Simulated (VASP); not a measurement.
## What goes wrong when BN is relaxed with a bad input

Aim: see how common mistakes in a VASP relaxation show up, on BN. The starting structure is a measured crystal structure from the Crystallography Open Database. The first relaxation on each setting starts from this cell expanded by 3 % in volume.

Main program and level: VASP 6.6.1; Kohn-Sham DFT with plane waves and PAW; PBEsol.

**1. The starting structure**

It takes space group P6_3/mmc (No. 194, hexagonal). The conventional cell has a = 2.504 Å, b = 2.504 Å, c = 6.661 Å, α = 90.00°, β = 90.00°, γ = 120.00°. Nearest to N lie 3 B at 1.45 Å. Nearest to B lie 3 N at 1.45 Å. Farther neighbours and most contacts between anions are not listed.

Structure file:

```xyz
4
Lattice="2.5040 0.0000 0.0000 -1.2520 2.1685 0.0000 0.0000 0.0000 6.6612" Properties=species:S:1:pos:R:3 pbc="T T T"
N     1.2520    0.7228    1.6653
N     0.0000    1.4457    4.9959
B     1.2520    0.7228    4.9959
B     0.0000    1.4457    1.6653
```

**2. Reference relaxation**

The input, INCAR:

```
SYSTEM = BN
PREC = Accurate
ENCUT = 520
EDIFF = 1E-06
NELM = 100
ISMEAR = 0
SIGMA = 0.03
LREAL = .FALSE.
ALGO = Normal
GGA = PS
NBANDS = 14
LORBIT = 11
LWAVE = .FALSE.
LCHARG = .FALSE.
KPAR = 8
IBRION = 2
NSW = 50
ISIF = 3
EDIFFG = -0.006
```

The input, POSCAR:

```
BN
1.0
    2.5287835926      0.0000000000      0.0000000000
   -1.2643917963      2.1899908319      0.0000000000
    0.0000000000      0.0000000000      6.7271567647
N B
2 2
Direct
    0.6666666667      0.3333333333      0.2500000000
    0.3333333333      0.6666666667      0.7500000000
    0.6666666667      0.3333333333      0.7500000000
    0.3333333333      0.6666666667      0.2500000000
```

The input, KPOINTS:

```
Automatic mesh
0
Gamma
10 10 4
0 0 0
```

Potentials, in the order of the species: N and B (PBE family, release 64).

Launch:

```bash
$ mpirun -np 8 vasp_std
```

Log:

```text
[banner, memory and clock lines left out]
running    8 mpi-ranks, on    1 nodes
 distrk:  each k-point on    1 cores,    8 groups
 distr:  one band on    1 cores,    1 groups

 POSCAR found type information on POSCAR N B
 POSCAR found :  2 types and       4 ions
|                                                                             |
|           W    W    AA    RRRRR   N    N  II  N    N   GGGG   !!!           |
|           W    W   A  A   R    R  NN   N  II  NN   N  G    G  !!!           |
|           W    W  A    A  R    R  N N  N  II  N N  N  G       !!!           |
|           W WW W  AAAAAA  RRRRR   N  N N  II  N  N N  G  GGG   !            |
|           WW  WW  A    A  R   R   N   NN  II  N   NN  G    G                |
|           W    W  A    A  R    R  N    N  II  N    N   GGGG   !!!           |
|                                                                             |
|     For optimal performance we recommend to set                             |
|       NCORE = 2 up to number-of-cores-per-socket                            |
|     NCORE specifies how many cores store one orbital (NPAR=cpu/NCORE).      |
|     This setting can greatly improve the performance of VASP for DFT.       |
|     The default, NCORE=1 might be grossly inefficient on modern             |
|     multi-core architectures or massively parallel machines. Do your        |
|     Unfortunately you need to use the default for GW and RPA                |
|     calculations (for HF NCORE is supported but not extensively tested      |
|     yet).                                                                   |
|                                                                             |

|                                                                             |
|               ----> ADVICE to this user running VASP <----                  |
|                                                                             |
|     You enforced a specific xc type in the INCAR file but a different       |
|     [... a line on the potential file left out ...]
|     I HOPE YOU KNOW WHAT YOU ARE DOING!                                     |
|                                                                             |

 LDA part: xc-table for (Slater+PW92), standard interpolation
 POSCAR, INCAR and KPOINTS ok, starting setup
 FFT: planning ... GRIDC
 FFT: planning ... GRID_SOFT
 FFT: planning ... GRID
 WAVECAR not read
 entering main loop
       N       E                     dE             d eps       ncg     rms          rms(c)
DAV:   1     0.514687367990E+02    0.51469E+02   -0.80935E+03  1176   0.105E+03
DAV:   2    -0.359778487349E+02   -0.87447E+02   -0.79575E+02  1638   0.238E+02
DAV:   3    -0.397690179722E+02   -0.37912E+01   -0.37698E+01  1560   0.503E+01
DAV:   4    -0.398012859637E+02   -0.32268E-01   -0.32262E-01  1344   0.504E+00
DAV:   5    -0.398016949204E+02   -0.40896E-03   -0.40868E-03  1602   0.542E-01    0.108E+01
DAV:   6    -0.368873374898E+02    0.29144E+01   -0.58582E+00  1428   0.189E+01    0.491E+00
DAV:   7    -0.366239894829E+02    0.26335E+00   -0.44315E-01  1488   0.541E+00    0.302E+00
DAV:   8    -0.365424324464E+02    0.81557E-01   -0.23951E-01  1398   0.340E+00    0.429E-01
DAV:   9    -0.365386806091E+02    0.37518E-02   -0.13888E-02  1314   0.947E-01    0.167E-01
DAV:  10    -0.365392949975E+02   -0.61439E-03   -0.99778E-04  1344   0.253E-01    0.301E-02
DAV:  11    -0.365393786723E+02   -0.83675E-04   -0.78386E-05  1434   0.745E-02    0.198E-02
DAV:  12    -0.365393827286E+02   -0.40563E-05   -0.19527E-05  1326   0.338E-02    0.260E-03
DAV:  13    -0.365393828228E+02   -0.94166E-07   -0.63705E-07  1122   0.651E-03
   1 F= -.36539383E+02 E0= -.36539383E+02  d E =-.365394E+02
[...]
2 F= -.36484747E+02 E0= -.36484747E+02  d E =0.546355E-01
[...]
3 F= -.36559159E+02 E0= -.36559159E+02  d E =-.197765E-01
[...]
4 F= -.36559165E+02 E0= -.36559165E+02  d E =-.197818E-01
[...]
5 F= -.36559297E+02 E0= -.36559297E+02  d E =-.132487E-03
[...]
6 F= -.36559652E+02 E0= -.36559652E+02  d E =-.487689E-03
[...]
7 F= -.36560174E+02 E0= -.36560174E+02  d E =-.100960E-02
 curvature:  -5.76 expect dE=-0.234E-03 dE for cont linesearch -0.215E-03
 ZBRENT: increasing intervall
 opt :  19.1350  next Energy=   -36.560539 (dE=-0.137E-02)
 bond charge predicted
       N       E                     dE             d eps       ncg     rms          rms(c)
DAV:   1    -0.365972817505E+02   -0.37107E-01   -0.10770E+00  1194   0.814E+00    0.908E-01
DAV:   2    -0.365680375285E+02    0.29244E-01   -0.38322E-02  1314   0.171E+00    0.385E-01
DAV:   3    -0.365613815275E+02    0.66560E-02   -0.12221E-02  1452   0.810E-01    0.140E-01
DAV:   4    -0.365606123072E+02    0.76922E-03   -0.14229E-03  1440   0.319E-01    0.492E-02
DAV:   5    -0.365605444859E+02    0.67821E-04   -0.29465E-04  1440   0.135E-01    0.284E-02
DAV:   6    -0.365605459042E+02   -0.14183E-05   -0.28641E-05  1356   0.501E-02    0.252E-03
DAV:   7    -0.365605464781E+02   -0.57391E-06   -0.10773E-06  1102   0.918E-03
   8 F= -.36560546E+02 E0= -.36560546E+02  d E =-.138182E-02
 curvature:  -9.76 expect dE=-0.594E-04 dE for cont linesearch -0.987E-06
 trial: gam= 0.03790 g(F)=  0.318E-47 g(S)=  0.609E-05 ort =-0.409E-05 (trialstep = 0.452E+01)
 search vector abs. value=  0.601E-05
 reached required accuracy - stopping structural energy minimisation
```

The job ended after 10 s (8 MPI ranks of Intel Xeon 6975P-C (Granite Rapids), shared host; peak memory 1.4 GiB; 62 s of CPU time).

The logs omit lines about the potential files and the build; timing stands in the text.

Parts of OUTCAR (step 2):

```text
ion  position               nearest neighbor table
   1  0.667  0.333  0.250-   4 1.46   4 1.46   4 1.46
   2  0.333  0.667  0.750-   3 1.46   3 1.46   3 1.46
   3  0.667  0.333  0.750-   2 1.46   2 1.46   2 1.46
   4  0.333  0.667  0.250-   1 1.46   1 1.46   1 1.46

  LATTYP: Found a hexagonal cell.
 ALAT       =     2.5287835926
 C/A-ratio  =     2.6602342661

 Subroutine GETGRP returns: Found 24 space group operations
 (whereof 12 operations were pure point group operations)

The static configuration has the point symmetry D_3d.
 The point group associated with its full space group is D_6h.

 Found     42 irreducible k-points:

   k-points           NKPTS =     42   k-points in BZ     NKDIM =     42   number of bands    NBANDS=     14

   dimension x,y,z NGX =    20 NGY =   20 NGZ =   50
   dimension x,y,z NGXF=    40 NGYF=   40 NGZF=  100

   ENCUT  =  520.0 eV  38.22 Ry    6.18 a.u.   4.70  4.70 12.51*2*pi/ulx,y,z

   NELECT =      16.0000    total number of electrons

 k-points in reciprocal lattice and weights: Automatic mesh
   0.00000000  0.00000000  0.00000000       0.003
   0.10000000 -0.00000000  0.00000000       0.015
   0.20000000 -0.00000000  0.00000000       0.015
   0.30000000  0.00000000  0.00000000       0.015
   0.40000000  0.00000000  0.00000000       0.015
   0.50000000  0.00000000  0.00000000       0.007
   0.10000000  0.10000000  0.00000000       0.015
   0.20000000  0.10000000  0.00000000       0.030
   0.30000000  0.10000000  0.00000000       0.030
[...]
0.40000000  0.20000000  0.50000000       0.015
   0.30000000  0.30000000  0.50000000       0.015

 average (electrostatic) potential at core
       1 -65.2586       2 -65.2586       3 -29.3740       4 -29.3740

 E-fermi :   2.0353

 k-point     1 :       0.0000    0.0000    0.0000
  band No.  band energies     occupation
    ...
      4      -2.4654      2.00000
      5       0.5630      2.00000
      6       0.5630      2.00000
      7       0.5880      2.00000
      8       0.5880      2.00000
      9       6.7031      0.00000
     10      11.5581      0.00000
     11      13.3802      0.00000
     12      13.3802      0.00000
     13      13.4713      0.00000
    ...

 k-point     2 :       0.1000   -0.0000    0.0000
  band No.  band energies     occupation
    ...
      4      -2.2211      2.00000
      5      -0.2258      2.00000
      6      -0.2075      2.00000
      7       0.1953      2.00000
      8       0.2244      2.00000
      9       7.0515      0.00000
     10      11.4926      0.00000
     11      13.1126      0.00000
     12      13.3484      0.00000
     13      14.0763      0.00000
    ...

 k-point     3 :       0.2000   -0.0000    0.0000
  band No.  band energies     occupation
    ...
      4      -2.1120      2.00000
      5      -2.0832      2.00000
      6      -1.5092      2.00000
      7      -0.6301      2.00000
      8      -0.5940      2.00000
      9       7.9527      0.00000
     10      11.0217      0.00000
     11      12.2448      0.00000
     12      12.6075      0.00000
     13      13.1874      0.00000
    ...

  Total        0.0157577      0.0157577     -0.0028258      0.0000000      0.0000000      0.0000000
  in kB        0.6717667      0.6717667     -0.1204655      0.0000000      0.0000000      0.0000000
  external PRESSURE =       0.4076893 kB  Pullay stress =       0.0000000 kB

  energy-cutoff  :      520.00
  volume of cell :       37.58
      direct lattice vectors                 reciprocal lattice vectors
     2.505681640 -0.000000000  0.000000000     0.399092999  0.230416450  0.000000000
    -1.252840820  2.169983954 -0.000000000     0.000000000  0.460832901  0.000000000
    -0.000000000 -0.000000000  6.911979260    -0.000000000 -0.000000000  0.144676360

 POSITION                                       TOTAL-FORCE (eV/Angst)
 -----------------------------------------------------------------------------------
      1.25284      0.72333      1.72799        -0.000000      0.000000      0.000000
     -0.00000      1.44666      5.18398        -0.000000     -0.000000      0.000000
      1.25284      0.72333      5.18398         0.000000      0.000000      0.000000
     -0.00000      1.44666      1.72799         0.000000     -0.000000      0.000000
 -----------------------------------------------------------------------------------
    total drift:                               -0.000000      0.000000     -0.000000

  FREE ENERGIE OF THE ION-ELECTRON SYSTEM (eV)
  ---------------------------------------------------
  free  energy   TOTEN  =       -36.5605464781 eV

  energy  without entropy=      -36.5605464781  energy(sigma->0) =      -36.56054648

 reached required accuracy - stopping structural energy minimisation

 total charge
# of ion       s       p       d       tot
------------------------------------------
    1        1.220   2.784   0.000   4.005
    2        1.220   2.784   0.000   4.005
    3        0.742   1.424   0.000   2.165
    4        0.742   1.424   0.000   2.165
--------------------------------------------------
tot          3.924   8.417   0.000  12.341

[... 3 further parts left out ...]
```

The PAW data sets were made with PBE, which is usual practice but a small mismatch for other functionals. The run keeps the 24 symmetry operations of its start, so it cannot find a distortion of lower symmetry.

The reference relaxation ends at 9.396 Å³ an atom. Pressures at 0.985 and 1.015 times this volume, from two more relaxations that aren't shown, give a bulk modulus of 12.2 GPa.

**3. Relaxation with low precision and a small cutoff**

A slip made on purpose: low precision and a small cutoff. Against step 2 the input has PREC = Low and ENCUT = 320 (also changed: NELM).

INCAR, as its differences from that of step 2:

```diff
@@ -1,6 +1,6 @@
 SYSTEM = BN
-PREC = Accurate
-ENCUT = 520
+PREC = Low
+ENCUT = 320
 EDIFF = 1E-06
-NELM = 100
+NELM = 60
 ISMEAR = 0
```

POSCAR is that of step 2.

KPOINTS is that of step 2.

Launch:

```bash
$ mpirun -np 8 vasp_std
```

Log:

```text
[banner, memory and clock lines left out]
running    8 mpi-ranks, on    1 nodes
[...]
[... a notice as in an earlier step ...]

 [... a notice as in an earlier step ...]

 LDA part: xc-table for (Slater+PW92), standard interpolation
 POSCAR, INCAR and KPOINTS ok, starting setup
[...]
entering main loop
       N       E                     dE             d eps       ncg     rms          rms(c)
DAV:   1     0.265171733460E+02    0.26517E+02   -0.62047E+03  1200   0.714E+02
DAV:   2    -0.371548495923E+02   -0.63672E+02   -0.57489E+02  1652   0.179E+02
DAV:   3    -0.394951637020E+02   -0.23403E+01   -0.23255E+01  1512   0.352E+01
DAV:   4    -0.395107766346E+02   -0.15613E-01   -0.15606E-01  1434   0.312E+00
[...]
DAV:  11    -0.365036683170E+02   -0.78587E-04   -0.78515E-05  1428   0.723E-02    0.226E-02
DAV:  12    -0.365036686958E+02   -0.37888E-06   -0.16574E-05  1308   0.292E-02    0.401E-03
DAV:  13    -0.365036688591E+02   -0.16323E-06   -0.67272E-07  1110   0.611E-03
   1 F= -.36503669E+02 E0= -.36503669E+02  d E =-.365037E+02
[... from here on, the cycles between the ionic steps are left out ...]
   2 F= -.35972082E+02 E0= -.35972082E+02  d E =0.531586E+00
   3 F= -.36700670E+02 E0= -.36700670E+02  d E =-.197001E+00
   4 F= -.36701089E+02 E0= -.36701089E+02  d E =-.197420E+00
   5 F= -.36834383E+02 E0= -.36834383E+02  d E =-.133294E+00
   6 F= -.36903700E+02 E0= -.36903700E+02  d E =-.202611E+00
   7 F= -.36911846E+02 E0= -.36911846E+02  d E =-.210756E+00
   8 F= -.36910060E+02 E0= -.36910060E+02  d E =0.178531E-02
   9 F= -.36912158E+02 E0= -.36912158E+02  d E =-.312206E-03
[...]
reached required accuracy - stopping structural energy minimisation
```

It took 3.2 s on 8 MPI ranks; peak memory 0.8 GiB; 18 s of CPU time.

From OUTCAR (step 3):

```text
  Total        0.0037551      0.0037551     -0.0083154      0.0000000      0.0000000      0.0000000
  in kB        0.1925686      0.1925686     -0.4264279      0.0000000      0.0000000      0.0000000
  external PRESSURE =      -0.0137636 kB  Pullay stress =       0.0000000 kB

 POSITION                                       TOTAL-FORCE (eV/Angst)
 -----------------------------------------------------------------------------------
      1.24135      0.71669      1.46323         0.000000      0.000000      0.000000
     -0.00000      1.43338      4.38969        -0.000000     -0.000000     -0.000000
      1.24135      0.71669      4.38969        -0.000000      0.000000      0.000000
     -0.00000      1.43338      1.46323        -0.000000     -0.000000     -0.000000
 -----------------------------------------------------------------------------------
    total drift:                               -0.000000      0.000000     -0.000000

  FREE ENERGIE OF THE ION-ELECTRON SYSTEM (eV)
  ---------------------------------------------------
  free  energy   TOTEN  =       -36.9121578878 eV

  energy  without entropy=      -36.9121578878  energy(sigma->0) =      -36.91215789

[... 2 parts as in an earlier step ...]

[... 2 further parts left out ...]
[key lines of the parts left out:]
E-fermi :   3.6880
```

Logs of long relaxations may skip ionic steps without a mark.

With low precision and a small cutoff the cell ends at 7.811 Å³ an atom, -16.87 % from the reference, a by -0.9 %, b by -0.9 % and c by -15.3 %.

**4. Relaxation with a k mesh far too coarse**

A slip made on purpose: a k mesh far too coarse. Against step 2 the input has a 2×2×2 mesh (also changed: NELM, NCORE and KPAR).

INCAR, as its differences from that of step 3:

```diff
@@ -1,4 +1,4 @@
 SYSTEM = BN
-PREC = Low
-ENCUT = 320
+PREC = Accurate
+ENCUT = 520
 EDIFF = 1E-06
@@ -14,3 +14,3 @@
 LCHARG = .FALSE.
-KPAR = 8
+NCORE = 8
 IBRION = 2
```

POSCAR is that of step 3.

The input, KPOINTS:

```
Automatic mesh
0
Gamma
2 2 2
0 0 0
```

Launch:

```bash
$ mpirun -np 8 vasp_std
```

Log:

```text
[banner, memory and clock lines left out]
running    8 mpi-ranks, on    1 nodes
[...]
[... a notice as in an earlier step ...]

 [... a notice as in an earlier step ...]

 LDA part: xc-table for (Slater+PW92), standard interpolation
 POSCAR, INCAR and KPOINTS ok, starting setup
[...]
entering main loop
       N       E                     dE             d eps       ncg     rms          rms(c)
DAV:   1     0.546638094848E+02    0.54664E+02   -0.83132E+03   112   0.106E+03
DAV:   2    -0.338546319468E+02   -0.88518E+02   -0.72669E+02   158   0.219E+02
DAV:   3    -0.376409151372E+02   -0.37863E+01   -0.37568E+01   142   0.481E+01
DAV:   4    -0.376755958458E+02   -0.34681E-01   -0.34677E-01   118   0.478E+00
[...]
DAV:  11    -0.334975779387E+02   -0.16491E-03   -0.14061E-04   118   0.930E-02    0.234E-02
DAV:  12    -0.334975821048E+02   -0.41661E-05   -0.21042E-05   130   0.349E-02    0.205E-03
DAV:  13    -0.334975823001E+02   -0.19531E-06   -0.56829E-07   104   0.598E-03
   1 F= -.33497582E+02 E0= -.33497582E+02  d E =-.334976E+02
[... from here on, the cycles between the ionic steps are left out ...]
   2 F= -.33487384E+02 E0= -.33487384E+02  d E =0.101985E-01
   3 F= -.33502961E+02 E0= -.33502961E+02  d E =-.537886E-02
   4 F= -.33504844E+02 E0= -.33504844E+02  d E =-.188313E-02
   5 F= -.33510677E+02 E0= -.33510677E+02  d E =-.771573E-02
   6 F= -.33523426E+02 E0= -.33523426E+02  d E =-.204652E-01
   7 F= -.33554850E+02 E0= -.33554850E+02  d E =-.518892E-01
   8 F= -.33650987E+02 E0= -.33650987E+02  d E =-.148026E+00
   9 F= -.31924508E+02 E0= -.31924508E+02  d E =0.157845E+01
  10 F= -.33659836E+02 E0= -.33659836E+02  d E =-.156874E+00
  11 F= -.33661442E+02 E0= -.33661442E+02  d E =-.158481E+00
  12 F= -.33673822E+02 E0= -.33673822E+02  d E =-.170861E+00
  13 F= -.33675250E+02 E0= -.33675250E+02  d E =-.172289E+00
  14 F= -.33675316E+02 E0= -.33675316E+02  d E =-.172355E+00
  15 F= -.33674106E+02 E0= -.33674106E+02  d E =0.120994E-02
  16 F= -.33676469E+02 E0= -.33676469E+02  d E =-.115288E-02
  17 F= -.33676469E+02 E0= -.33676469E+02  d E =-.115252E-02
  18 F= -.33676511E+02 E0= -.33676511E+02  d E =-.424745E-04
  19 F= -.33676516E+02 E0= -.33676516E+02  d E =-.475460E-04
[...]
reached required accuracy - stopping structural energy minimisation
```

Wall time 4.6 s (8 MPI ranks); peak memory 0.77 GiB.

Parts of OUTCAR (step 4):

```text
  Total        0.0160474      0.0160474      0.0011342      0.0000000     -0.0000000      0.0000000
  in kB        0.9128365      0.9128365      0.0645178      0.0000000     -0.0000000      0.0000000
  external PRESSURE =       0.6300636 kB  Pullay stress =       0.0000000 kB

 POSITION                                       TOTAL-FORCE (eV/Angst)
 -----------------------------------------------------------------------------------
      1.27615      0.73678      1.24816        -0.000000      0.000000      0.000000
     -0.00000      1.47357      3.74449         0.000000      0.000000      0.000000
      1.27615      0.73678      3.74449        -0.000000     -0.000000      0.000000
     -0.00000      1.47357      1.24816        -0.000000      0.000000      0.000000
 -----------------------------------------------------------------------------------
    total drift:                               -0.000000      0.000000     -0.000000

  FREE ENERGIE OF THE ION-ELECTRON SYSTEM (eV)
  ---------------------------------------------------
  free  energy   TOTEN  =       -33.6765164380 eV

  energy  without entropy=      -33.6765164380  energy(sigma->0) =      -33.67651644

[... 1 part as in an earlier step ...]

[... 3 further parts left out ...]
[key lines of the parts left out:]
E-fermi :   4.7779
```

With a k mesh far too coarse the cell ends at 7.041 Å³ an atom, -25.06 % from the reference, a by +1.9 %, b by +1.9 % and c by -27.8 %; the bulk modulus is 108.1 GPa against 12.2 GPa.

(Part 1 of 2 ends here.)

[Lines on the potential files, build, host, timing and source positions are cut from VASP's logs without a mark.]

[Logs are printed without paths, hosts, clocks, repeated set-up lines and the standing remarks that a program may print on its own settings, such as how far it seeks lower states.]

[Hosts, paths, dates, database ids (printed as entryN), source tags and the programs' standing remarks are cut or masked in the printed files.]
